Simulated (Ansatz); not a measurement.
TePt under changes of volume

One of the cells (22.651 Å³/atom); the others are scaled copies at fixed shape and fractional positions:

```
Pt Te
1.0
     1.98157    1.14406    6.66103
    -1.98157    1.14406    6.66103
     0.00000   -2.28812    6.66103
Pt Te
2 2
Direct
  0.12967 0.12967 0.12967
  0.87033 0.87033 0.87033
  0.40200 0.40200 0.40200
  0.59800 0.59800 0.59800
```

* Program: Ansatz 0.2.0
* Functional: r2SCAN
* Potentials or basis: Ansatz PAW
* Cutoff: 500 eV (not typed: the program's choice for these potentials)
* k mesh: 8 × 8 × 8
* Occupations: fermi-dirac, width 0.05 eV
* Spin: no spin polarisation

| volume (Å³/atom) | energy over the lowest point (meV/atom) | pressure (GPa) | largest force (eV/Å) |
| --- | --- | --- | --- |
| 21.292 | 65.39 | 12.6 | 0.985 |
| 21.745 | 35.25 | 8.9 | 0.670 |
| 22.198 | 15.04 | 5.6 | 0.383 |
| 22.651 | 3.62 | 2.6 | 0.121 |
| 23.104 | 0.00 | 0.0 | 0.117 |
| 23.557 | 3.30 | -2.3 | 0.334 |
| 24.010 | ? | ? | ? |

Task: What does the run at 24.010 Å³/atom give?

Result: Energy over the lowest point 12.72 meV/atom; pressure -4.3 GPa; largest force 0.531 eV/Å.

Worked out: A Birch-Murnaghan fit of order 3 (a polynomial in V^(-2/3)) to the other rows has its minimum at 23.11 Å³/atom with B0 = V·E''(V) = 125 GPa and B' = 5.1 at fixed shape and positions, which overstates the stiffness. It gives 12.73 meV/atom at 24.010 Å³/atom, against the run's 12.72, and -dE/dV = -4.3 GPa, against -4.3.

Energies are extrapolated to zero smearing.

Caveats: the PAW data sets come from PBE, with cores solved anew for the run's functional, which leaves a small shift of forces and pressure.
